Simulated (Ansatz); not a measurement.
**ZnTe (zinc blende), scan of one atom of the cell**

Relaxed ZnTe (zinc blende):

```
ZnTe
1.0
    0.00000     3.05670     3.05670
    3.05670     0.00000     3.05670
    3.05670     3.05670     0.00000
Te Zn
1 1
Direct
  0.75000   0.75000   0.75000
  0.00000   0.00000   0.00000
```

Scan: atom 1 (Te, nearest neighbour Zn at 2.647 Å; its periodic images, 4.3 Å or more away, move with it) is displaced along Cartesian x, direction (1.000, 0.000, 0.000) in Cartesian axes, by s. The other atoms stay.

The numbers are results of r2SCAN (plane waves to 500 eV, PAW, scalar-relativistic; Ansatz, an electronic-structure program), not measurements. k mesh 8×8×8 (Γ-centred), Fermi-Dirac smearing 0.05 eV. E stands for the smeared free energy. Compression counts positive. F∥ is the force on the atom along that direction. Spin-orbit coupling is left out, though Te is heavy. ZnTe was relaxed with its symmetry unable to fall. The zero of ΔE is the undisplaced structure.

```tsv
s (Å)	ΔE (meV/cell)	P (GPa)	F∥ (eV/Å)
-0.260	164.3	1.30	1.244
-0.208	105.7	0.84	1.007
-0.156	59.7	0.48	0.761
-0.104	26.6	0.22	0.511
-0.052	6.7	0.06	0.256
0.000	0.0	0.01	0.000
0.052	6.7	0.06	-0.256
0.104	26.6	0.22	-0.511
0.156	59.7	0.48	-0.761
0.208	105.7	0.84	-1.007
0.260	164.3	1.30	-1.244
```

Read from the data:

```
Item                                                                                                                                                          Result
-----------------------------------------------------------------  -------------------------------------------------------------------------------------------------
Energy at s = 0.260 Å                                                                                                                                 164.3 meV/cell
Force along the line at s = -0.260 Å                                                                                                                       1.24 eV/Å
Symmetry of the curve                                                                                                                  even: the same for both signs
Shape of the curve                                                                                    a single well with its minimum at or next to zero displacement
Force constant k = d²E/ds² at s = 0 (finite differences)                                                                                                  4.93 eV/Å²
Harmonic estimate at the end of the scan                           ½ks² = 166.8 meV/cell against the computed 164.3 meV/cell, so the well is close to harmonic there
Zone-centre optical wavenumber from k (transverse: no LO-TO term)                                                                                           176 cm⁻¹
```

(A displaced cell: forces are minus the slopes of the energy, force constants its curvatures, and phonons follow from these.)
